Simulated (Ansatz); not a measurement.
InSb: do energies and stresses tell the same story?

These are results of DFT PBE, scalar-relativistic, plane waves, PAW (Ansatz), not measurements.

Settings: cutoff 420 eV, Γ-centred mesh 8×8×14 on the computed 4-atom cell, Gaussian smearing of 0.10 eV; no spin polarisation.

Relaxed cell: Pmmn, a = 5.925 Å, b = 5.951 Å, c = 3.228 Å, α = 90.00°, β = 90.00°, γ = 90.00°, 4 atoms in the primitive cell. This form isn't the usual stable structure of the compound.

Energies at zero smearing and pressures from the stress tensor, at volumes with shape and atoms relaxed:
| V (Å³/atom) | E − E(first) (meV/atom) | P (GPa) |
| --- | --- | --- |
| 25.892 | 0.00 | 4.88 |
| 26.746 | -20.80 | 2.96 |
| 27.599 | -32.16 | 1.36 |
| 28.453 | -35.60 | -0.01 |
| 29.306 | -32.54 | -1.14 |
| 30.160 | -23.75 | -2.14 |

Check P = −dE/dV between neighbouring volumes, and get the bulk modulus from the pressures alone.

With 1 eV/Å³ = 160.2 GPa:
| middle V (Å³/atom) | −ΔE/ΔV (GPa) | mean P (GPa) |
| --- | --- | --- |
| 26.319 | 3.905 | 3.920 |
| 27.172 | 2.132 | 2.160 |
| 28.026 | 0.646 | 0.676 |
| 28.880 | -0.576 | -0.574 |
| 29.733 | -1.649 | -1.637 |

The two differ by 0.03 GPa at most. The mean of two end pressures misses the average over a step by about ΔV² P″/12, up to 0.03 GPa here; with that taken off 0.01 GPa remains. Around V = 28.453 Å³/atom, the two neighbours give B = −V ΔP/ΔV = 28.453 × 2.50 / 1.707 = 41.7 GPa, against B0 = 41.4 GPa from the Birch–Murnaghan fit of the energies.

2 further runs of this set didn't finish or converge.